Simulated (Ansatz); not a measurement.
**AlN: random displacements**

Computed with Ansatz 0.2.0, DFT PBE, scalar-relativistic, plane waves, PAW. The runs took a 420 eV cutoff, a Γ-centred 6×6×6 mesh and Gaussian smearing (0.05 eV). No spin polarisation. Energies are free energies at this smearing, counted from the undisturbed cell; pressure is positive in compression.

The undisturbed cell (relaxed at this level; this zinc-blende form isn't the usual structure):

```yaml
crystal:
  lattice:
    - [4.40317, 0.00000, 0.00000]
    - [0.00000, -4.40317, 0.00000]
    - [0.00000, 0.00000, -4.40317]
  atoms:
    - { symbol: Al, position: [0.50000, 0.50000, 0.00000] }
    - { symbol: Al, position: [0.00000, 0.00000, 0.00000] }
    - { symbol: Al, position: [0.00000, 0.50000, 0.50000] }
    - { symbol: Al, position: [0.50000, 0.00000, 0.50000] }
    - { symbol: N, position: [0.75000, 0.75000, 0.75000] }
    - { symbol: N, position: [0.25000, 0.25000, 0.75000] }
    - { symbol: N, position: [0.25000, 0.75000, 0.25000] }
    - { symbol: N, position: [0.75000, 0.25000, 0.25000] }
```

The atoms are displaced (Å, in the unstrained cell):

```csv
atom,ux,uy,uz
Al1,-0.018,0.037,-0.002
Al2,0.035,0.002,0.021
Al3,0.026,0.023,0.001
Al4,0.001,-0.003,-0.034
N5,0.002,-0.039,0.028
N6,0.075,-0.027,-0.093
N7,-0.055,0.020,0.058
N8,-0.066,-0.012,0.021
```

Strain (Voigt, engineering shear): (0.0279, -0.0485, -0.0115, 0.0170, -0.0715, -0.0052).

**Question.** What are the energy change, the stress and the forces?

**Answer.** ΔE = 102.0 meV/atom; stress (xx, yy, zz, yz, xz, xy; compression positive) (3.30, 13.09, 10.43, -4.92, 12.26, 0.41) GPa; gap on the mesh 2.79 eV.
| atom | Fx (eV/Å) | Fy | Fz |
| --- | --- | --- | --- |
| Al1 | 1.13 | -1.11 | -0.28 |
| Al2 | -1.62 | 0.41 | -0.49 |
| Al3 | -0.95 | 0.38 | -0.18 |
| Al4 | -0.18 | 0.79 | 0.75 |
| N5 | 0.47 | 0.34 | -0.44 |
| N6 | -1.48 | 0.07 | 2.15 |
| N7 | 1.03 | -0.80 | -1.16 |
| N8 | 1.60 | -0.09 | -0.36 |

Cost: 1 run of about 0.2 core-minutes, on Intel Xeon Platinum 8488C (Sapphire Rapids) (shared hosts).